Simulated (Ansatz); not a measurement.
# AlNi: computed properties

The calculation used DFT PBE, scalar-relativistic, plane waves, PAW in Ansatz.

Plane waves to 420 eV, a k mesh through Γ of 16×16×14 on the computed 2-atom cell and Gaussian smearing (0.10 eV); no spin polarisation.

The structure is relaxed at this level of theory with its symmetry kept. Whether it is the stable form of this composition wasn't checked.

```yaml
crystal:
  lattice:
    - [2.04281, -2.04281, 0.00000]
    - [2.04281, 2.04281, 0.00000]
    - [0.00000, 0.00000, 2.90114]
  atoms:
    - { symbol: Al, position: [0.00000, 0.00000, 0.00000] }
    - { symbol: Ni, position: [0.50000, 0.50000, 0.50000] }
```

| Property | Result |
| --- | --- |
| Space group | P4/mmm (No. 123) |
| Volume per atom | 12.11 Å³ |
| Formation energy from the elements' standard states (uncorrected) | -0.653 eV/atom |
| Kohn–Sham band gap | none (metal) |
| Density of states at the Fermi level | 0.85 states/eV per cell |
| Löwdin character within 0.5 eV of the Fermi level | Ni 3d 57 %, Al 3p 29 %, unprojected 5 % |
| Bulk modulus | 159 GPa |
| Its pressure derivative | 4.3 |
| Bader charges (e) | Al (1 in the cell) 1.67, Ni (1 in the cell) -1.67 |

A ferromagnetic start lost its moments in a first run, so spin was left out; other magnetic orders weren't tried.